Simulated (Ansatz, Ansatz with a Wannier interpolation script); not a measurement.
# TiO2 (Anatase): quasiparticle bands by Wannier interpolation

G0W0 gives levels on a mesh alone; what do the bands of TiO2 (Anatase) look like between the points?

Calculated with Ansatz 0.2.0; PBE, Wannier functions and G0W0, plane waves, PAW.

**What was measured.**

- Gap 3.3 eV: optical gap from absorption; UV-vis absorption; film (pristine sol-gel film on ITO) (“Hydrogen induced interface engineering in Fe2O3–TiO2 heterostructures for efficient charge separation for solar-driven water oxidation in photoelectrochemical cells”, 2021, pmc:8694353).

- Gap 3.22 eV: optical gap from modified Kubelka-Munk plot, exponent 1/2 (indirect); diffuse reflectance UV-Vis; powder (commercial anatase powder, 20 nm crystallites) (“Olive Leaves as Biotemplates for Enhanced Solar-Light Harvesting by a Titania-Based Solid”, 2020, pmc:7353264).

- Gap 3.98 eV: direct quasiparticle gap around Gamma; experiment quoted from earlier work; bulk crystal (anatase, value from earlier experiment) (quoted in “Giant exciton Mott density in anatase TiO2”, 2020, arxiv:2007.10051).

- Gap 3.18 ± 0.03 eV: direct optical gap from Kubelka-Munk plot; UV-Vis diffuse reflectance; 300 K; powder (“Effect of Ethylene Glycol: Citric Acid Molar Ratio and pH on the Morphology, Vibrational, Optical and Electronic Properties of TiO2 and CuO Powders Synthesized by Pechini Method”, 2022, pmc:9369947).

- Gap 3.17 eV: gap from valence band edge and flat band potential; valence-band XPS and Mott-Schottky plots; film (“Enhancement of Titania Photoanode Performance by Sandwiching Copper between Two Titania Layers”, 2020, pmc:7579609).

This is a selection; 13 further reports are not listed.

Report form: the programs' logs are mostly left out.

### Step 1. Set-up

Symmetry: I4_1/amd, No. 141, tetragonal system. Conventional cell: a = 3.784 Å, b = 3.784 Å, c = 9.515 Å, α = 90.00°, β = 90.00°, γ = 90.00°. Nearest to Ti lie 6 O at 1.93 to 1.98 Å. Nearest to O lie 3 Ti at 1.93 to 1.98 Å. Farther neighbours and most contacts between anions are not listed.

The cell and positions come from the Crystallography Open Database and are kept as given unless a step says otherwise. The default PAW set here is soft_2. Its files were made with PBE.

### Step 2. PBE bands

The cheap functional maps the bands first; the places of the edges decide which points the dearer methods must see.

This step: DFT, PBE, plane waves, PAW.

input.yaml

```yaml
crystal:
  lattice:
    - [-1.8921, 1.8921, 4.7573]
    - [1.8921, -1.8921, 4.7573]
    - [1.8921, 1.8921, -4.7573]
  atoms:
    - { symbol: Ti, position: [0.0, 0.0, 0.0] }
    - { symbol: Ti, position: [0.75, 0.25, 0.5] }
    - { symbol: O, position: [0.2081, 0.2081, 0.0] }
    - { symbol: O, position: [0.9581, 0.4581, 0.5] }
    - { symbol: O, position: [0.5419, 0.0419, 0.5] }
    - { symbol: O, position: [0.7919, 0.7919, 0.0] }
kpoints:
  mp_grid: { grid: [6, 6, 6] }
  band_path:
    path:
      - [[0.0, 0.0, 0.0], [0.0, 0.0, 0.5], [0.25, 0.25, 0.25], [0.0, 0.5, 0.0], [0.0, 0.0, 0.0], [0.5, 0.5, -0.5], [0.28954641, 0.71045359, -0.28954641]]
      - [[-0.28954641, 0.28954641, 0.28954641], [0.0, 0.0, 0.0]]
      - [[0.0, 0.0, 0.5], [-0.07909283, 0.07909283, 0.5]]
      - [[0.5, 0.5, -0.07909283], [0.5, 0.5, -0.5]]
    npoints: 10
hamiltonian:
  xc: pbe
scf:
  occupations: { method: fermi_dirac, width: 0.02 }
  n_extra_bands: 36
output:
  eigenvalues: true
  fatbands: true
  write_density: true
  write_potential: true
  elf: true
  volumetric_format: npy
```

On the command line:

```sh
ansatz run input.yaml --threads 3 --pin off --max-ram 64512MiB --backend cuda --events-out ev --progress --plain --runs-dir out --devices 1 --max-vram 24GiB  # rebuilt from the run's record
```

The job ended after 4.1 s (1 × NVIDIA H100 80GB HBM3 (shared by 3 runs) with 3 threads of AMD EPYC 7R13 (Zen 3), shared host; peak memory 1 GiB; 4.1 s of CPU time).

This step gave:

```
filled bands         : 24
gap                  : 2.121 eV
valence top at       : k = (0.000, 0.000, 0.450)
conduction bottom at : Γ
least direct gap     : 2.463 eV
```

The gap is indirect, with the least direct gap 0.34 eV higher.

Electronic bands along the path, in eV, zero at the top of the highest nominally filled band:

| point | band 21 | band 22 | band 23 | band 24 | band 25 | band 26 | band 27 | band 28 |
| --- | --- | --- | --- | --- | --- | --- | --- | --- |
| Γ | -0.76 | -0.76 | -0.48 | -0.48 | 2.12 | 2.86 | 4.00 | 4.00 |
| halfway | -1.84 | -0.96 | -0.60 | -0.25 | 2.99 | 3.14 | 3.52 | 3.74 |
| X | -2.06 | -2.06 | -0.05 | -0.05 | 3.36 | 3.36 | 3.83 | 3.83 |
| halfway | -1.81 | -1.81 | -0.14 | -0.14 | 3.43 | 3.43 | 3.77 | 3.77 |
| P | -1.60 | -1.60 | -0.25 | -0.25 | 3.58 | 3.58 | 3.62 | 3.62 |
| halfway | -1.89 | -0.97 | -0.60 | -0.36 | 3.16 | 3.29 | 3.69 | 3.72 |
| N | -1.97 | -0.96 | -0.84 | -0.64 | 3.25 | 3.56 | 3.58 | 3.68 |
| halfway | -1.35 | -0.80 | -0.78 | -0.52 | 2.97 | 3.24 | 3.34 | 3.61 |
| Γ | -0.76 | -0.76 | -0.48 | -0.48 | 2.12 | 2.86 | 4.00 | 4.00 |
| halfway | -1.07 | -1.07 | -0.24 | -0.24 | 2.22 | 2.75 | 3.84 | 3.84 |
| M | -1.26 | -1.26 | -0.13 | -0.13 | 2.48 | 2.48 | 3.78 | 3.78 |
| halfway | -1.31 | -0.71 | -0.61 | -0.56 | 2.74 | 3.21 | 3.42 | 3.55 |
| S | -1.19 | -0.94 | -0.91 | -0.82 | 3.22 | 3.49 | 3.58 | 3.63 |
| jump to S0 | -1.19 | -0.94 | -0.91 | -0.82 | 3.22 | 3.49 | 3.58 | 3.63 |
| halfway | -1.49 | -0.92 | -0.82 | -0.57 | 3.13 | 3.32 | 3.34 | 3.64 |
| Γ | -0.76 | -0.76 | -0.48 | -0.48 | 2.12 | 2.86 | 4.00 | 4.00 |
| jump to X | -2.06 | -2.06 | -0.05 | -0.05 | 3.36 | 3.36 | 3.83 | 3.83 |
| halfway | -2.02 | -2.02 | -0.06 | -0.06 | 3.35 | 3.35 | 3.82 | 3.82 |
| R | -1.91 | -1.91 | -0.09 | -0.09 | 3.33 | 3.33 | 3.77 | 3.77 |
| jump to G | -1.91 | -1.91 | -0.09 | -0.09 | 3.33 | 3.33 | 3.77 | 3.77 |
| halfway | -1.09 | -1.09 | -0.53 | -0.53 | 3.06 | 3.06 | 3.55 | 3.55 |
| M | -1.26 | -1.26 | -0.13 | -0.13 | 2.48 | 2.48 | 3.78 | 3.78 |

ELF in the ac plane of the conventional cell at fractional y = 0.000, with atoms of Ti and O within 0.2 Å of it. It is the smooth field of the valence electrons, not physical close to the nuclei.

Ten even steps from '0' (0.01) to '9' (0.81), each cell a mean:
```
46527975894365
64227987895135
54214688762234
99831234311589
58952466632797
79944631563698
99624754662389
65201456530135
10013455442001
00158999997300
00269975898510
00169987998400
00036899985100
00002456531000
00000011100000
32100000000022
87630000001468
99962000014899
58984100026997
79984100026998
88752000013688
43210122210134
66412578741256
15725999983473
```
Columns run along a (3.8 Å), rows up along c (9.5 Å), edges of the conventional cell, whose origin can differ from the input's. Atoms in or near the plane, at fractional coordinates: Ti at (0.00, 0.00), Ti at (0.50, 0.75), O at (0.00, 0.21), O at (0.50, 0.96), O at (0.50, 0.54), O at (0.00, 0.79).

Valence density in the ac plane of the conventional cell at fractional y = 0.000, with atoms of Ti and O within 0.2 Å of it. It is the smooth field of the valence electrons, not physical close to the nuclei.

Ten even steps from '0' (0.02 × 1e0 e/Å³) to '9' (9.50 × 1e0 e/Å³), each cell a mean:
```
86201367520147
21000255410012
00000011100000
32100001000012
75200245310136
54101599730125
11001478620001
00000122100000
00000000000000
00000123200000
00000367510000
00000255410000
00000011000000
00000000000000
00000000000000
00000000000000
00000000000000
32000000000012
75100000000036
54100000000025
11000000000001
10000000000000
53100000000024
97300123210159
```
Columns run along a (3.8 Å), rows up along c (9.5 Å), edges of the conventional cell, whose origin can differ from the input's. Atoms in or near the plane, at fractional coordinates: Ti at (0.00, 0.00), Ti at (0.50, 0.75), O at (0.00, 0.21), O at (0.50, 0.96), O at (0.50, 0.54), O at (0.00, 0.79).

### Step 3. Wannier functions (O:2p Ti:3d) on 6×6×6

Localised functions give a small Hamiltonian that interpolates between mesh points at no cost.

This step: maximally localised Wannier functions, PBE, plane waves, PAW.

input.yaml, the sections that differ from step 2:

```yaml
kpoints:
  mp_grid: { grid: [6, 6, 6] }
scf:
  occupations: { method: fixed }
  n_extra_bands: 36
output:
  wannier:
    kmesh: [6, 6, 6]
    projections: [{ species: O, l: p, shell: 2 }, { species: Ti, l: d, shell: 3 }]
    minimise: true
    write_hr: true
    seedname: w
    conv_tol: 1.0e-07
    max_iter: 4000
    disentanglement:
      window: [2.46, 15.89]
      frozen_window: [2.46, 12.46]
      conv_tol: 1.0e-08
# crystal, hamiltonian: as in step 2
```

Run time: 12 s. Hardware: 1 × NVIDIA H100 80GB HBM3 (shared by 3 runs) with 3 threads; peak memory 1.1 GiB; 14 s of CPU time.

This step gave:

```
gauge-invariant spread     : 15.57 Å²
diagonal spread            : 0.003270 Å²
off-diagonal spread        : 0.3130 Å²
total spread               : 15.89 Å²
least projectability       : 0.5579
localisation steps         : 33
disentanglement steps      : 31
r.m.s. interpolation error : 1.87e-4 eV
r.m.s. error near the gap  : 2.03e-4 eV
```

Near the gap the model misses directly solved bands by 0.2 meV r.m.s. and by 2 meV at most in the window tested. This tests the starting bands, not the corrections carried with them.

Wannier functions, by row:

| function | x (Å) | y (Å) | z (Å) | spread (Å²) | nearest atom | distance (Å) |
| --- | --- | --- | --- | --- | --- | --- |
| 1 | 0 | 0 | 2.013 | 0.709 | O3 | 0.033 |
| 2 | 0 | 0 | 1.973 | 0.679 | O3 | 0.007 |
| 3 | 0 | 0 | 1.966 | 0.721 | O3 | 0.014 |
| 4 | 0 | 1.892 | 4.391 | 0.709 | O4 | 0.033 |
| 5 | 0 | 1.892 | 4.345 | 0.721 | O4 | 0.014 |
| 6 | 0 | 1.892 | 4.352 | 0.679 | O4 | 0.007 |
| 7 | 0 | 1.892 | 0.366 | 0.709 | O5 | 0.033 |
| 8 | 0 | 1.892 | 0.406 | 0.679 | O5 | 0.007 |
| 9 | 0 | 1.892 | 0.413 | 0.722 | O5 | 0.014 |
| 10 | 0 | 0 | 7.502 | 0.709 | O6 | 0.033 |
| 11 | 0 | 0 | 7.549 | 0.722 | O6 | 0.014 |
| 12 | 0 | 0 | 7.542 | 0.679 | O6 | 0.007 |
| 13 | 0 | 0 | -0.018 | 0.799 | Ti1 | 0.018 |
| 14 | -0.001 | 0 | 0.039 | 0.734 | Ti1 | 0.039 |
| 15 | 0 | -0.039 | -0.01 | 0.74 | Ti1 | 0.04 |
| 16 | 0 | 0.039 | -0.01 | 0.74 | Ti1 | 0.04 |
| 17 | 0 | 0 | 0 | 0.713 | Ti1 | 0 |
| 18 | 0 | 1.892 | 2.361 | 0.799 | Ti2 | 0.018 |
| 19 | 0.039 | 1.892 | 2.368 | 0.74 | Ti2 | 0.04 |
| 20 | 0 | 1.892 | 2.417 | 0.734 | Ti2 | 0.039 |
| 21 | -0.039 | 1.892 | 2.368 | 0.74 | Ti2 | 0.04 |
| 22 | 0 | 1.892 | 2.379 | 0.713 | Ti2 | 0 |

Frozen up to 5.12 eV; above it the model need not follow the bands. The electronic bands at the labelled points (eV, zero at the valence-band top):

| point | band 21 | band 22 | band 23 | band 24 | band 25 | band 26 | band 27 | band 28 |
| --- | --- | --- | --- | --- | --- | --- | --- | --- |
| Γ | -0.76 | -0.76 | -0.48 | -0.48 | 2.12 | 2.86 | 4.00 | 4.00 |
| halfway | -1.84 | -0.96 | -0.60 | -0.25 | 2.99 | 3.14 | 3.52 | 3.74 |
| X | -2.06 | -2.06 | -0.05 | -0.05 | 3.36 | 3.36 | 3.83 | 3.83 |
| halfway | -1.81 | -1.81 | -0.14 | -0.14 | 3.43 | 3.43 | 3.77 | 3.77 |
| P | -1.59 | -1.59 | -0.25 | -0.25 | 3.58 | 3.58 | 3.62 | 3.62 |
| halfway | -1.89 | -0.97 | -0.60 | -0.36 | 3.16 | 3.29 | 3.69 | 3.72 |
| N | -1.97 | -0.96 | -0.84 | -0.64 | 3.25 | 3.56 | 3.58 | 3.68 |
| halfway | -1.35 | -0.80 | -0.78 | -0.52 | 2.97 | 3.24 | 3.34 | 3.61 |
| Γ | -0.76 | -0.76 | -0.48 | -0.48 | 2.12 | 2.86 | 4.00 | 4.00 |
| halfway | -1.07 | -1.07 | -0.24 | -0.24 | 2.22 | 2.75 | 3.84 | 3.84 |
| M | -1.26 | -1.26 | -0.13 | -0.13 | 2.48 | 2.48 | 3.78 | 3.78 |
| halfway | -1.31 | -0.71 | -0.61 | -0.56 | 2.74 | 3.21 | 3.42 | 3.55 |
| S | -1.19 | -0.94 | -0.91 | -0.82 | 3.22 | 3.49 | 3.59 | 3.63 |
| jump to S0 | -1.19 | -0.94 | -0.91 | -0.82 | 3.22 | 3.49 | 3.59 | 3.63 |
| halfway | -1.49 | -0.92 | -0.82 | -0.57 | 3.13 | 3.32 | 3.34 | 3.64 |
| Γ | -0.76 | -0.76 | -0.48 | -0.48 | 2.12 | 2.86 | 4.00 | 4.00 |
| jump to X | -2.06 | -2.06 | -0.05 | -0.05 | 3.36 | 3.36 | 3.83 | 3.83 |
| halfway | -2.02 | -2.02 | -0.06 | -0.06 | 3.35 | 3.35 | 3.82 | 3.82 |
| R | -1.91 | -1.91 | -0.09 | -0.09 | 3.33 | 3.33 | 3.77 | 3.77 |
| jump to G | -1.91 | -1.91 | -0.09 | -0.09 | 3.33 | 3.33 | 3.77 | 3.77 |
| halfway | -1.09 | -1.09 | -0.53 | -0.53 | 3.06 | 3.06 | 3.55 | 3.55 |
| M | -1.26 | -1.26 | -0.13 | -0.13 | 2.48 | 2.48 | 3.78 | 3.78 |

The same for Kohn-Sham, solved directly:

| point | band 21 | band 22 | band 23 | band 24 | band 25 | band 26 | band 27 | band 28 |
| --- | --- | --- | --- | --- | --- | --- | --- | --- |
| Γ | -0.76 | -0.76 | -0.48 | -0.48 | 2.12 | 2.86 | 4.00 | 4.00 |
| X | -2.06 | -2.06 | -0.05 | -0.05 | 3.36 | 3.36 | 3.83 | 3.83 |
| P | -1.60 | -1.60 | -0.25 | -0.25 | 3.58 | 3.58 | 3.62 | 3.62 |
| N | -1.97 | -0.96 | -0.84 | -0.64 | 3.25 | 3.56 | 3.58 | 3.68 |
| Γ | -0.76 | -0.76 | -0.48 | -0.48 | 2.12 | 2.86 | 4.00 | 4.00 |
| M | -1.26 | -1.26 | -0.13 | -0.13 | 2.48 | 2.48 | 3.78 | 3.78 |
| S | -1.19 | -0.94 | -0.91 | -0.82 | 3.22 | 3.49 | 3.58 | 3.63 |
| S0 | -1.19 | -0.94 | -0.91 | -0.82 | 3.22 | 3.49 | 3.58 | 3.63 |
| Γ | -0.76 | -0.76 | -0.48 | -0.48 | 2.12 | 2.86 | 4.00 | 4.00 |
| X | -2.06 | -2.06 | -0.05 | -0.05 | 3.36 | 3.36 | 3.83 | 3.83 |
| R | -1.91 | -1.91 | -0.09 | -0.09 | 3.33 | 3.33 | 3.77 | 3.77 |
| G | -1.91 | -1.91 | -0.09 | -0.09 | 3.33 | 3.33 | 3.77 | 3.77 |
| M | -1.26 | -1.26 | -0.13 | -0.13 | 2.48 | 2.48 | 3.78 | 3.78 |

### Step 4. G0W0 at every point of the mesh: 6×6×6 mesh, 284 empty bands, screening to 150 eV

Now the one-shot GW correction: screening in the RPA, then the self-energy of the levels asked for.

This step: G0W0 on PBE, plane waves, PAW.

input.yaml, the sections that differ from step 3:

```yaml
scf:
  occupations: { method: fixed }
gw:
  n_empty_bands: 284
  ecut_chi: 150.0
  qp_bands: [v12, c8]
  screening: { model: contour_deformation }
# crystal, kpoints, hamiltonian: as in step 3
# output: removed
```

Elapsed: 92 s, on 1 × NVIDIA H100 80GB HBM3 (shared by 3 runs) with 3 threads; peak memory 1.7 GiB; 2.9 min of CPU time.

This step gave:

```
bands summed                                 : 308
RPA ε∞ on this mesh (eigenvalues)            : 6.010, 6.565, 6.565
plane waves in the screening matrix          : 293
q-points in the mesh                         : 216
G0W0 gap on the mesh                         : 3.621 eV
k of the valence top                         : 0, 0, -0.5
k of the conduction bottom                   : 0, 0, 0
starting gap on the mesh                     : 2.167 eV
Z at the valence top                         : 0.7077
Z at the conduction bottom                   : 0.7302
least direct G0W0 gap on the computed points : 3.954 eV
```

The gap on the mesh goes from 2.17 eV to 3.62 eV, a correction of +1.45 eV. Between the two edge states, bare exchange in place of the xc potential would open the gap by 12.59 eV, and correlation takes back 11.13 eV. The start differs from the 2.12 eV found before because this mesh misses an edge.

### Step 5. Interpolating the corrections

A script adds the corrections, carried to the Wannier functions and back, to the PBE levels, along the path and on a 18×18×18 mesh.

| Item | Value |
| --- | --- |
| G0W0 gap over the zone | 3.571 eV |
| conduction bottom at | Γ |
| starting gap over the zone | 2.119 eV |
| least direct G0W0 gap | 3.936 eV |
| G0W0 gap on the mesh | 3.621 eV |
| valence width, start | 4.730 eV |
| valence width, G0W0 | 4.806 eV |
| gap by a rigid shift | 3.573 eV |

Levels solved directly plus the interpolated quasiparticle correction. Limits: finite bands, cutoff and mesh. The quasiparticle bands at the labelled points (eV, zero at the valence-band top of each set):

| point | band 21 | band 22 | band 23 | band 24 | band 25 | band 26 | band 27 | band 28 |
| --- | --- | --- | --- | --- | --- | --- | --- | --- |
| Γ | -0.73 | -0.73 | -0.52 | -0.52 | 3.57 | 4.42 | 5.47 | 5.47 |
| halfway | -1.87 | -1.00 | -0.67 | -0.28 | 4.56 | 4.73 | 5.05 | 5.26 |
| X | -2.16 | -2.16 | -0.05 | -0.05 | 4.93 | 4.93 | 5.37 | 5.37 |
| halfway | -1.89 | -1.89 | -0.13 | -0.13 | 5.00 | 5.00 | 5.30 | 5.30 |
| P | -1.67 | -1.67 | -0.24 | -0.24 | 5.13 | 5.13 | 5.17 | 5.17 |
| halfway | -1.98 | -1.01 | -0.63 | -0.37 | 4.73 | 4.85 | 5.23 | 5.25 |
| N | -2.00 | -1.06 | -0.87 | -0.70 | 4.76 | 5.04 | 5.13 | 5.26 |
| halfway | -1.36 | -0.87 | -0.78 | -0.57 | 4.46 | 4.73 | 4.92 | 5.18 |
| Γ | -0.73 | -0.73 | -0.52 | -0.52 | 3.57 | 4.42 | 5.47 | 5.47 |
| halfway | -1.11 | -1.11 | -0.25 | -0.25 | 3.69 | 4.29 | 5.39 | 5.39 |
| M | -1.34 | -1.34 | -0.13 | -0.13 | 3.98 | 3.98 | 5.35 | 5.35 |
| halfway | -1.45 | -0.77 | -0.65 | -0.55 | 4.21 | 4.70 | 4.98 | 5.14 |
| S | -1.30 | -1.02 | -1.00 | -0.86 | 4.70 | 5.01 | 5.12 | 5.23 |
| jump to S0 | -1.30 | -1.02 | -1.00 | -0.86 | 4.70 | 5.01 | 5.12 | 5.23 |
| halfway | -1.50 | -1.01 | -0.83 | -0.63 | 4.68 | 4.76 | 4.94 | 5.20 |
| Γ | -0.73 | -0.73 | -0.52 | -0.52 | 3.57 | 4.42 | 5.47 | 5.47 |
| jump to X | -2.16 | -2.16 | -0.05 | -0.05 | 4.93 | 4.93 | 5.37 | 5.37 |
| halfway | -2.11 | -2.11 | -0.06 | -0.06 | 4.92 | 4.92 | 5.35 | 5.35 |
| R | -1.99 | -1.99 | -0.09 | -0.09 | 4.89 | 4.89 | 5.32 | 5.32 |
| jump to G | -1.99 | -1.99 | -0.09 | -0.09 | 4.89 | 4.89 | 5.32 | 5.32 |
| halfway | -1.16 | -1.16 | -0.56 | -0.56 | 4.57 | 4.57 | 5.14 | 5.14 |
| M | -1.34 | -1.34 | -0.13 | -0.13 | 3.98 | 3.98 | 5.35 | 5.35 |

The same for PBE:

(Unchanged from step 3.)

[end of part 1 of 2]

[Paths, hosts, dates, memory and timing lines, banners, echoed tables and standing remarks are left out of the program output.]

[Logs are printed without paths, hosts, clocks, repeated set-up lines and the standing remarks that a program may print on its own settings, such as how far it seeks lower states.]

[Runs of the session that timed out or met a known fault of the program may be left out.]

[Hosts, paths, dates, database ids (printed as entryN), source tags and the programs' standing remarks are cut or masked in the printed files.]
